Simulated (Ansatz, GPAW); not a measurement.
# Ballistic transport through C2 in line between two Ir chains, from relaxation to T(E), part 3 of 3

Wanted: T(E) of C2 in line between two Ir chains at a relaxed geometry in two programs, beside the unrelaxed structure.

GPAW 26.7.0 and Ansatz 0.2.0; Ansatz plane waves; relaxation of the junction with the lead ends held (the session's first sound run).

So far, conductance of the perfect lead (G₀): step 3 (plane-wave reference (PBE)) 5.80.

## Step 6: Minimal basis

Level of this step: GPAW LCAO, PAW setups; Landauer transmission from Green's functions with principal layers (ASE), zero bias (GPAW).

One function for each valence shell of the setup, as for a first survey of a large system.

run.py

```python
import json
import numpy as np
from ase import Atoms
from ase.transport.calculators import TransportCalculator
from gpaw import GPAW, FermiDirac
from gpaw.lcao.tools import get_lcao_hamiltonian
from scipy.linalg import eigh

# The junction with lead layers at both ends, along the third cell vector
device = Atoms(
    ['Ir', 'Ir', 'Ir', 'Ir', 'Ir', 'Ir', 'Ir', 'Ir', 'C', 'C', 'Ir', 'Ir', 'Ir', 'Ir', 'Ir', 'Ir', 'Ir', 'Ir'],
    positions=[
        [4.50000, 4.50000, 1.15000],
        [4.50000, 4.50000, 3.45000],
        [4.50000, 4.50000, 5.75000],
        [4.50000, 4.50000, 8.05000],
        [4.50000, 4.50000, 10.35000],
        [4.50000, 4.50000, 12.65000],
        [4.43216, 3.84157, 14.96441],
        [4.55589, 4.88404, 17.10662],
        [4.52074, 4.55584, 18.96458],
        [4.50208, 4.44161, 20.29123],
        [4.43038, 4.11863, 22.14869],
        [4.64726, 5.14278, 24.29171],
        [4.50000, 4.50000, 26.60700],
        [4.50000, 4.50000, 28.90700],
        [4.50000, 4.50000, 31.20700],
        [4.50000, 4.50000, 33.50700],
        [4.50000, 4.50000, 35.80700],
        [4.50000, 4.50000, 38.10700]],
    cell=[[9.0, 0.0, 0.0], [0.0, 9.0, 0.0], [0.0, 0.0, 39.257]],
    pbc=True)

# One principal layer of the lead: the first 5 atoms of the device
lead = Atoms(
    ['Ir', 'Ir', 'Ir', 'Ir', 'Ir'],
    positions=[
        [4.50000, 4.50000, 1.15000],
        [4.50000, 4.50000, 3.45000],
        [4.50000, 4.50000, 5.75000],
        [4.50000, 4.50000, 8.05000],
        [4.50000, 4.50000, 10.35000]],
    cell=[[9.0, 0.0, 0.0], [0.0, 9.0, 0.0], [0.0, 0.0, 11.5]],
    pbc=True)

settings = dict(mode='lcao', basis='sz(dzp)', xc='PBE', h=0.2,
                occupations=FermiDirac(0.1), maxiter=250,
                mixer=dict(beta=0.1, nmaxold=8, weight=100.0),
                convergence=dict(density=0.0001))
energies = np.arange(-2, 2 + 1e-9, 0.025)
eta = 0.0001
n1, n2 = 1, 1
# k and -k transmit alike, so half of the mesh across the current serves
mesh = [(i, j) for i in range(n1) for j in range(n2) if (i, j) <= (-i % n1, -j % n2)]
weights = np.array([1 if (i, j) == (-i % n1, -j % n2) else 2 for i, j in mesh]) / (n1 * n2)

# [... helper functions left out ...]
fermi_lead = ground_state(lead, (1, 1, 10), 'lead.txt')
fermi_device = ground_state(device, (1, 1, 2), 'device.txt')
# [... loop over the mesh left out, but for ...]
        # Shift the lead onto the potential of the device's first layer
        shift = ((H[:, 0, 0] - H0[:, 0, 0]) / S0[0, 0]).real.mean()
# [...]
kT = 8.617333e-5 * 300
bias = [0.1, 0.2, 0.5, 1.0, 1.5, 2.0]
# [... integrals and printing left out ...]
```

Launch:

```console
OMP_NUM_THREADS=1 OPENBLAS_NUM_THREADS=1 python run.py
```

Numbers of over 12 decimals in the logs are rounded to 6 here.

Log:

```text
basis functions: device 200, principal layer 60
Fermi level: lead -3.6006 eV, device -3.7168 eV; lead shifted by -0.0141 eV
largest coupling past the next layer 1.47e-06 eV, largest misfit of the first layer 0.050 eV
  E-E_F (eV)   T (one spin)  [channel counts left out]
    -2.000    1.6801e+00
    -1.975    1.6951e+00
    -1.950    1.7101e+00
[...]
1.975    3.7026e-03
     2.000    3.8359e-03
conductance at 300 K: 2.0176 G0 a cell; thermopower -1.076 uV/K
current from the zero-bias T(E) at 0.1 V: 15.576 uA
current from the zero-bias T(E) at 0.2 V: 30.768 uA
current from the zero-bias T(E) at 0.5 V: 70.649 uA
current from the zero-bias T(E) at 1.0 V: 124.9 uA
current from the zero-bias T(E) at 1.5 V: 179.42 uA
current from the zero-bias T(E) at 2.0 V: 226.34 uA
```

Elapsed: 1.9 min, on 1 thread of Intel Xeon Platinum 8559C (Emerald Rapids), shared host; peak memory 1.3 GiB.

This step gave:

```yaml
conductance: 2.018 G₀
largest_coupling_past_the_next_principal_layer: 1.47e-6 eV
largest_misfit_of_the_first_principal_layer: 0.05025 eV
shift_that_aligns_the_lead: -0.01405 eV
basis_functions_of_the_junction: 200
basis_functions_of_a_principal_layer: 60
transmission_at_the_fermi_level_one_spin: 2.034
```

One spin. Transmission, zone mean against energy, zero at the Fermi level:

| energy (eV) | transmission, zone mean |
| --- | --- |
| -2.000 | 1.68 |
| -1.900 | 1.74 |
| -1.800 | 1.81 |
| -1.700 | 1.87 |
| -1.600 | 1.91 |
| -1.500 | 1.92 |
| -1.400 | 1.90 |
| -1.300 | 1.96 |
| -1.200 | 1.99 |
| -1.100 | 1.99 |
| -1.000 | 1.99 |
| -0.900 | 2.01 |
| -0.800 | 1.92 |
| -0.700 | 1.72 |
| -0.600 | 1.49 |
| -0.500 | 1.29 |
| -0.400 | 1.27 |
| -0.300 | 1.44 |
| -0.200 | 1.70 |
| -0.100 | 1.92 |
| 0.000 | 2.03 |
| 0.050 | 2.04 |
| 0.100 | 2.00 |
| 0.200 | 1.57 |
| 0.300 | 1.43 |
| 0.400 | 1.41 |
| 0.500 | 1.50 |
| 0.600 | 1.45 |
| 0.700 | 1.02 |
| 0.800 | 0.617 |
| 0.900 | 0.373 |
| 1.000 | 0.228 |
| 1.100 | 0.141 |
| 1.200 | 0.0894 |
| 1.300 | 0.0614 |
| 1.400 | 0.0492 |
| 1.500 | 0.0467 |
| 1.600 | 0.0484 |
| 1.700 | 0.0492 |
| 1.800 | 0.0434 |
| 1.900 | 0.0201 |
| 2.000 | 0.00384 |

The conductance, 2.02 G₀, lies 0.2 % above that of the dzp run.

## Step 7: RPBE in the dzp basis: xc = "RPBE"

Back in the dzp basis, the functional changes from PBE to RPBE, to set the spread between functionals beside that between bases.

Changes to run.py since step 6:

```diff
@@ -45,3 +45,3 @@
 
-settings = dict(mode='lcao', basis='sz(dzp)', xc='PBE', h=0.2,
+settings = dict(mode='lcao', basis='dzp', xc='RPBE', h=0.2,
                 occupations=FermiDirac(0.1), maxiter=250,
```

Log:

```text
basis functions: device 458, principal layer 135
Fermi level: lead -3.7906 eV, device -3.8472 eV; lead shifted by -0.0092 eV
largest coupling past the next layer 1.47e-06 eV, largest misfit of the first layer 0.124 eV
  E-E_F (eV)   T (one spin)  [channel counts left out]
    -2.000    1.6304e+00
    -1.975    1.6847e+00
    -1.950    1.7210e+00
[...]
1.975    2.2520e-03
     2.000    2.2918e-03
conductance at 300 K: 2.0232 G0 a cell; thermopower 0.1397 uV/K
current from the zero-bias T(E) at 0.1 V: 15.598 uA
current from the zero-bias T(E) at 0.2 V: 30.679 uA
current from the zero-bias T(E) at 0.5 V: 70.215 uA
current from the zero-bias T(E) at 1.0 V: 123.99 uA
current from the zero-bias T(E) at 1.5 V: 180.46 uA
current from the zero-bias T(E) at 2.0 V: 231.25 uA
```

Run time: 3.9 min. Hardware: 1 thread; peak memory 1.4 GiB.

Numbers from this step:

```
conductance                                 : 2.023 G₀
largest misfit of the first principal layer : 0.1239 eV
shift that aligns the lead                  : -0.009180 eV
basis functions of the junction             : 458
basis functions of a principal layer        : 135
transmission at the Fermi level (one spin)  : 2.045
```

One spin. Transmission, zone mean against energy, zero at the Fermi level:

| energy (eV) | transmission, zone mean |
| --- | --- |
| -2.000 | 1.63 |
| -1.900 | 1.78 |
| -1.800 | 1.86 |
| -1.700 | 1.92 |
| -1.600 | 1.97 |
| -1.500 | 2.02 |
| -1.400 | 2.05 |
| -1.300 | 2.14 |
| -1.275 | 2.14 |
| -1.200 | 2.14 |
| -1.100 | 2.11 |
| -1.000 | 2.07 |
| -0.900 | 2.04 |
| -0.800 | 1.89 |
| -0.700 | 1.70 |
| -0.600 | 1.45 |
| -0.500 | 1.28 |
| -0.400 | 1.29 |
| -0.300 | 1.48 |
| -0.200 | 1.75 |
| -0.100 | 1.95 |
| 0.000 | 2.05 |
| 0.050 | 2.06 |
| 0.100 | 1.85 |
| 0.200 | 1.51 |
| 0.300 | 1.40 |
| 0.400 | 1.36 |
| 0.500 | 1.41 |
| 0.600 | 1.51 |
| 0.700 | 1.32 |
| 0.800 | 0.867 |
| 0.900 | 0.523 |
| 1.000 | 0.320 |
| 1.100 | 0.197 |
| 1.200 | 0.123 |
| 1.300 | 0.0787 |
| 1.400 | 0.0553 |
| 1.500 | 0.0451 |
| 1.600 | 0.0418 |
| 1.700 | 0.0398 |
| 1.800 | 0.0338 |
| 1.900 | 0.0156 |
| 2.000 | 0.00229 |

The conductance, 2.02 G₀, lies 0.5 % above that of the dzp run.

## Step 8: Without the relaxation: geometry = "as built"

The dzp basis with PBE on the structure as first built shows what the relaxation was worth.

Changes to run.py since step 7:

```diff
@@ -18,8 +18,8 @@
         [4.50000, 4.50000, 12.65000],
-        [4.43216, 3.84157, 14.96441],
-        [4.55589, 4.88404, 17.10662],
-        [4.52074, 4.55584, 18.96458],
-        [4.50208, 4.44161, 20.29123],
-        [4.43038, 4.11863, 22.14869],
-        [4.64726, 5.14278, 24.29171],
+        [4.50000, 4.50000, 14.95000],
+        [4.50000, 4.50000, 17.25000],
+        [4.50000, 4.50000, 19.00850],
+        [4.50000, 4.50000, 20.24850],
+        [4.50000, 4.50000, 22.00700],
+        [4.50000, 4.50000, 24.30700],
         [4.50000, 4.50000, 26.60700],
@@ -45,3 +45,3 @@
 
-settings = dict(mode='lcao', basis='dzp', xc='RPBE', h=0.2,
+settings = dict(mode='lcao', basis='dzp', xc='PBE', h=0.2,
                 occupations=FermiDirac(0.1), maxiter=250,
```

Log:

```text
basis functions: device 458, principal layer 135
Fermi level: lead -3.8817 eV, device -3.9576 eV; lead shifted by -0.0040 eV
largest coupling past the next layer 1.48e-06 eV, largest misfit of the first layer 0.086 eV
  E-E_F (eV)   T (one spin)  [channel counts left out]
    -2.000    2.0740e+00
    -1.975    2.0747e+00
    -1.950    2.0760e+00
[...]
1.975    5.8275e-02
     2.000    5.8020e-02
conductance at 300 K: 2.1739 G0 a cell; thermopower -0.1797 uV/K
current from the zero-bias T(E) at 0.1 V: 16.844 uA
current from the zero-bias T(E) at 0.2 V: 33.69 uA
current from the zero-bias T(E) at 0.5 V: 84.253 uA
current from the zero-bias T(E) at 1.0 V: 168.4 uA
current from the zero-bias T(E) at 1.5 V: 251.98 uA
current from the zero-bias T(E) at 2.0 V: 334.43 uA
```

Elapsed: 3.4 min, on 1 thread; peak memory 1.4 GiB.

Numbers from this step:

```yaml
conductance: 2.174 G₀
largest_coupling_past_the_next_principal_layer: 1.48e-6 eV
largest_misfit_of_the_first_principal_layer: 0.08566 eV
shift_that_aligns_the_lead: -0.003977 eV
transmission_at_the_fermi_level_one_spin: 2.174
```

The conductance, 2.17 G₀, lies 8.0 % above that of the dzp run.

## Step 9: All levels side by side

Times are wall times on the hardware named with each run. Results by setting:

| no. | run | conductance (G₀) | time | memory (GiB) |
| --- | --- | --- | --- | --- |
| 1 | pw PBE | 2.047 | 92 s | 4.8 |
| 2 | dzp | 2.013 | 3.9 min | 1.4 |
| 3 | szp | 2.021 | 2.9 min | 1.4 |
| 4 | sz | 2.018 | 1.9 min | 1.3 |
| 5 | dzp RPBE | 2.023 | 3.9 min | 1.4 |
| 6 | asbuilt | 2.174 | 3.4 min | 1.4 |

## Step 10: Comparison

The curves are compared point by point over the common energies.

This step: comparison of transmission and cost over codes, levels and geometry (GPAW 26.7.0).

Ladder, by row:

| step | code | T at the Fermi level (sum over the listed spins) | conductance (G0) | r.m.s. T(E) from the first | wall time (s) | peak memory (GiB) | threads |
| --- | --- | --- | --- | --- | --- | --- | --- |
| pw-pbe | Ansatz | 2.068 | 2.047 | 0 | 91.75 | 4.811 | 4 |
| dzp | GPAW | 2.039 | 2.013 | 0.09383 | 236.5 | 1.44 | 1 |
| szp | GPAW | 2.038 | 2.021 | 0.1518 | 173 | 1.37 | 1 |
| sz | GPAW | 2.034 | 2.018 | 0.1546 | 111.6 | 1.33 | 1 |
| dzp-RPBE | GPAW | 2.045 | 2.023 | 0.08919 | 233 | 1.44 | 1 |
| asbuilt | GPAW | 2.174 | 2.174 | 0.9946 | 206 | 1.43 | 1 |

The transmission, zone mean, sum over the listed spins by energy, zero at the Fermi level:

| energy (eV) | pw-pbe | dzp | szp | sz | dzp-RPBE | asbuilt |
| --- | --- | --- | --- | --- | --- | --- |
| -2.000 | 1.39 | 1.66 | 1.71 | 1.68 | 1.63 | 2.07 |
| -1.800 | 1.80 | 1.86 | 1.85 | 1.81 | 1.86 | 2.08 |
| -1.600 | 1.92 | 1.98 | 1.98 | 1.91 | 1.97 | 2.09 |
| -1.400 | 2.07 | 2.05 | 2.02 | 1.90 | 2.05 | 2.10 |
| -1.275 | 2.13 | 2.14 | 2.08 | 1.99 | 2.14 | 2.11 |
| -1.250 | 2.13 | 2.14 | 2.09 | 2.00 | 2.14 | 2.11 |
| -1.200 | 2.11 | 2.13 | 2.09 | 1.99 | 2.14 | 2.12 |
| -1.000 | 1.84 | 2.07 | 2.06 | 1.99 | 2.07 | 2.14 |
| -0.975 | 2.05 | 2.07 | 2.06 | 2.00 | 2.07 | 2.14 |
| -0.900 | 2.01 | 2.04 | 2.05 | 2.01 | 2.04 | 2.14 |
| -0.800 | 1.89 | 1.89 | 1.92 | 1.92 | 1.89 | 2.15 |
| -0.600 | 1.43 | 1.47 | 1.45 | 1.49 | 1.45 | 2.15 |
| -0.400 | 1.41 | 1.28 | 1.25 | 1.27 | 1.29 | 2.16 |
| -0.200 | 1.89 | 1.74 | 1.72 | 1.70 | 1.75 | 2.17 |
| 0.000 | 2.07 | 2.04 | 2.04 | 2.03 | 2.05 | 2.17 |
| 0.025 | 2.08 | 2.05 | 2.05 | 2.04 | 2.05 | 2.18 |
| 0.050 | 2.08 | 2.05 | 2.05 | 2.04 | 2.06 | 2.18 |
| 0.200 | 1.56 | 1.51 | 1.56 | 1.57 | 1.51 | 2.19 |
| 0.400 | 1.42 | 1.36 | 1.40 | 1.41 | 1.36 | 2.18 |
| 0.600 | 1.51 | 1.51 | 1.44 | 1.45 | 1.51 | 2.17 |
| 0.800 | 1.15 | 0.856 | 0.614 | 0.617 | 0.867 | 2.14 |
| 1.000 | 0.429 | 0.317 | 0.228 | 0.228 | 0.320 | 2.08 |
| 1.200 | 0.165 | 0.122 | 0.0906 | 0.0894 | 0.123 | 2.05 |
| 1.400 | 0.0674 | 0.0554 | 0.0498 | 0.0492 | 0.0553 | 2.02 |
| 1.600 | 0.0390 | 0.0416 | 0.0478 | 0.0484 | 0.0418 | 1.93 |
| 1.800 | 0.0369 | 0.0332 | 0.0452 | 0.0434 | 0.0338 | 1.62 |
| 2.000 | 0.0278 | 0.00201 | 0.00224 | 0.00384 | 0.00229 | 0.0580 |

## Step 11: Basis szp(dzp), SCF mesh 1×1×1

A smaller basis is cheaper in every inversion. The SCF mesh sets the Fermi level of the repeated cell.

This step: GPAW LCAO, PAW setups; Landauer transmission from Green's functions with principal layers (ASE), zero bias (GPAW 26.7.0).

Changes to run.py since step 8:

```diff
@@ -18,8 +18,8 @@
         [4.50000, 4.50000, 12.65000],
-        [4.50000, 4.50000, 14.95000],
-        [4.50000, 4.50000, 17.25000],
-        [4.50000, 4.50000, 19.00850],
-        [4.50000, 4.50000, 20.24850],
-        [4.50000, 4.50000, 22.00700],
-        [4.50000, 4.50000, 24.30700],
+        [4.43216, 3.84157, 14.96441],
+        [4.55589, 4.88404, 17.10662],
+        [4.52074, 4.55584, 18.96458],
+        [4.50208, 4.44161, 20.29123],
+        [4.43038, 4.11863, 22.14869],
+        [4.64726, 5.14278, 24.29171],
         [4.50000, 4.50000, 26.60700],
@@ -45,3 +45,3 @@
 
-settings = dict(mode='lcao', basis='dzp', xc='PBE', h=0.2,
+settings = dict(mode='lcao', basis='szp(dzp)', xc='PBE', h=0.2,
                 occupations=FermiDirac(0.1), maxiter=250,
@@ -58,3 +58,3 @@
 fermi_lead = ground_state(lead, (1, 1, 10), 'lead.txt')
-fermi_device = ground_state(device, (1, 1, 2), 'device.txt')
+fermi_device = ground_state(device, (1, 1, 1), 'device.txt')
 # [... loop over the mesh left out, but for ...]
```

Log:

```text
basis functions: device 258, principal layer 75
Fermi level: lead -3.5970 eV, device -3.7141 eV; lead shifted by -0.0065 eV
largest coupling past the next layer 1.48e-06 eV, largest misfit of the first layer 0.095 eV
  E-E_F (eV)   T (one spin)  [channel counts left out]
    -2.000    1.7139e+00
    -1.975    1.7323e+00
    -1.950    1.7511e+00
    -1.925    1.7686e+00
    -1.900    1.7853e+00
    -1.875    1.8014e+00
    -1.850    1.8172e+00
    -1.825    1.8329e+00
    -1.800    1.8486e+00
    -1.775    1.8646e+00
    -1.750    1.8808e+00
    -1.725    1.8973e+00
    -1.700    1.9141e+00
    -1.675    1.9308e+00
    -1.650    1.9472e+00
    -1.625    1.9630e+00
[...]
1.825    4.4413e-02
     1.850    4.0993e-02
     1.875    3.6340e-02
     1.900    3.0052e-02
     1.925    2.1321e-02
     1.950    6.0954e-03
     1.975    1.8945e-03
     2.000    1.8824e-03
conductance at 300 K: 2.0213 G0 a cell; thermopower -0.77 uV/K
current from the zero-bias T(E) at 0.1 V: 15.612 uA
current from the zero-bias T(E) at 0.2 V: 30.872 uA
current from the zero-bias T(E) at 0.5 V: 71.176 uA
current from the zero-bias T(E) at 1.0 V: 125.6 uA
current from the zero-bias T(E) at 1.5 V: 180.27 uA
current from the zero-bias T(E) at 2.0 V: 228.69 uA
```

It took 2.2 min on 1 thread; peak memory 1.4 GiB.

The run finished with changed settings (basis = "szp(dzp)" and scf_mesh = [1, 1, 1]); it serves as a test.

Side by side:

| quantity | this run | sound run | difference |
| --- | --- | --- | --- |
| conductance (G₀) | 2.0213 | 2.0133 | 0.00799 |
| largest coupling past the next principal layer (eV) | 1.479e-6 | 1.484e-6 | -4.5e-9 |
| largest misfit of the first principal layer (eV) | 0.094647 | 0.12281 | -0.0282 |
| shift that aligns the lead (eV) | -0.0064589 | -0.010032 | 0.00357 |
| basis functions of the junction | 258 | 458 | -200 |
| basis functions of a principal layer | 75 | 135 | -60 |
| transmission at the Fermi level (one spin) | 2.0346 | 2.0385 | -0.00394 |

## Step 12: What came out

| Property | Result |
| --- | --- |
| conductance | 2.01 G₀ |
| transmission at the Fermi level, mean of the spins | 2.04 |

What this shows: In the dzp basis the junction conducts 2.01 G₀ at 300 K, with T = 2.04 a spin at the Fermi level; the sz basis reaches that conductance within 10 %. Relaxation moved atoms by up to 0.66 Å and took the conductance from 2.17 to 2.01 G₀, as a ratio a larger change than the step from dzp to the minimal basis. Plane waves (PBE) give T = 2.07 there. At the Fermi level the three most open eigenchannels pass 0.99, 0.98 and 0.077. Measured against the first run (pw-pbe), the nearest curve is that of dzp-RPBE (r.m.s. 0.089) and the farthest that of asbuilt (0.99). Over the compared runs wall time goes from 92 s (pw-pbe) to 236 s (dzp), on a shared host; the plane-wave run used 4 threads and the orbital runs 1. The leads kept an estimated spacing and the cell its length, so the junction may be under some tension or compression. The run had no spin polarisation, so a magnetic state, which chains and small molecules with open shells often have, wasn't tested. Spin-orbit coupling is left out, which matters for the heavy atoms here. An evenly spaced straight chain is an idealisation: free chains tend to dimerise, zigzag or, where a band edge lies near the Fermi level, turn magnetic. The currents use the zero-bias T(E) throughout, which holds only while the bias is small against the distance to the nearest feature. The thermopower isn't quoted: it samples T(E) farther from the Fermi level than the conductance does, and the energy grid wasn't tested for it.

[Logs are printed without paths, hosts, clocks, repeated set-up lines and the standing remarks that a program may print on its own settings, such as how far it seeks lower states.]

[Hosts, paths, dates, database ids (printed as entryN), source tags and the programs' standing remarks are cut or masked in the printed files.]
